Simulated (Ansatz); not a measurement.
# BaO (rocksalt): G0W0 against its settings

BaO (rocksalt), relaxed with r2SCAN; one-shot G0W0 in Ansatz without spin-orbit coupling. No spin polarisation and no zero-point or thermal motion.

```xyz
2
Lattice="0.0000 2.7719 2.7719 2.7719 0.0000 2.7719 2.7719 2.7719 0.0000" Properties=species:S:1:pos:R:3 pbc="T T T"
Ba    0.0000    0.0000    0.0000
O     2.7719    2.7719    2.7719
```

Gaps are read over the mesh points alone. G0W0 values are finite-basis, finite-mesh values.
```json
{"start": "PBE", "potentials": "PAW", "frequency model": "contour deformation", "mesh": "4×4×4", "empty bands": "69", "screening cutoff (eV)": "80", "Kohn-Sham gap (eV)": "2.05", "G0W0 gap (eV)": "3.01", "rough cost": "6 core-seconds"}
{"start": "PBE", "potentials": "PAW", "frequency model": "contour deformation", "mesh": "4×4×4", "empty bands": "160", "screening cutoff (eV)": "140", "Kohn-Sham gap (eV)": "2.05", "G0W0 gap (eV)": "3.15", "rough cost": "19 core-seconds"}
{"start": "PBE", "potentials": "PAW", "frequency model": "contour deformation", "mesh": "4×4×4", "empty bands": "294", "screening cutoff (eV)": "210", "Kohn-Sham gap (eV)": "2.05", "G0W0 gap (eV)": "3.27", "rough cost": "70 core-seconds"}
{"start": "HSE06", "potentials": "PAW", "frequency model": "contour deformation", "mesh": "4×4×4", "empty bands": "160", "screening cutoff (eV)": "140", "Kohn-Sham gap (eV)": "3.32", "G0W0 gap (eV)": "3.76", "rough cost": "70 core-seconds"}
{"start": "LDA", "potentials": "PAW", "frequency model": "contour deformation", "mesh": "4×4×4", "empty bands": "160", "screening cutoff (eV)": "140", "Kohn-Sham gap (eV)": "1.91", "G0W0 gap (eV)": "3.24", "rough cost": "18 core-seconds"}
{"start": "r2SCAN", "potentials": "PAW", "frequency model": "contour deformation", "mesh": "4×4×4", "empty bands": "160", "screening cutoff (eV)": "140", "Kohn-Sham gap (eV)": "2.37", "G0W0 gap (eV)": "3.30", "rough cost": "21 core-seconds"}
{"start": "PBE", "potentials": "PAW", "frequency model": "Godby-Needs pole", "mesh": "4×4×4", "empty bands": "160", "screening cutoff (eV)": "140", "Kohn-Sham gap (eV)": "2.05", "G0W0 gap (eV)": "3.09", "rough cost": "21 core-seconds"}
{"start": "PBE", "potentials": "PAW", "frequency model": "contour deformation", "mesh": "6×6×6", "empty bands": "69", "screening cutoff (eV)": "80", "Kohn-Sham gap (eV)": "2.05", "G0W0 gap (eV)": "3.03", "rough cost": "30 core-seconds"}
{"start": "PBE", "potentials": "norm-conserving", "frequency model": "contour deformation", "mesh": "4×4×4", "empty bands": "160", "screening cutoff (eV)": "140", "Kohn-Sham gap (eV)": "2.05", "G0W0 gap (eV)": "3.16", "rough cost": "50 core-seconds"}
```

G0W0 moves the gap on the mesh from 2.05 eV (PBE) to 3.27 eV (direct at X). Renormalisation factors Z lie between 0.71 and 0.82.

Raising bands and cutoff together moves the gap by +0.14 eV (80 to 140 eV), then +0.12 eV (140 to 210 eV); the last step is still large, so the basis limit isn't reached. Starting from HSE06 (3.32 eV against PBE's 2.05 eV) gives 3.76 eV, +0.61 eV from G0W0@PBE at the same screening cutoff. Starting from LDA (1.91 eV against PBE's 2.05 eV) gives 3.24 eV, +0.09 eV from G0W0@PBE at the same screening cutoff. Starting from r2SCAN (2.37 eV against PBE's 2.05 eV) gives 3.30 eV, +0.15 eV from G0W0@PBE at the same screening cutoff. The Godby-Needs plasmon pole differs from contour deformation by -0.06 eV. A 6×6×6 mesh in place of 4×4×4 changes the opening over PBE by +0.02 eV (the gap on the mesh by +0.02 eV). Norm-conserving potentials (wave cutoff 1240 eV against 420 eV) shift the quasiparticle gap by +0.01 eV and the PBE gap by 0.00 eV. r2SCAN runs take a wave cutoff of 500 eV.
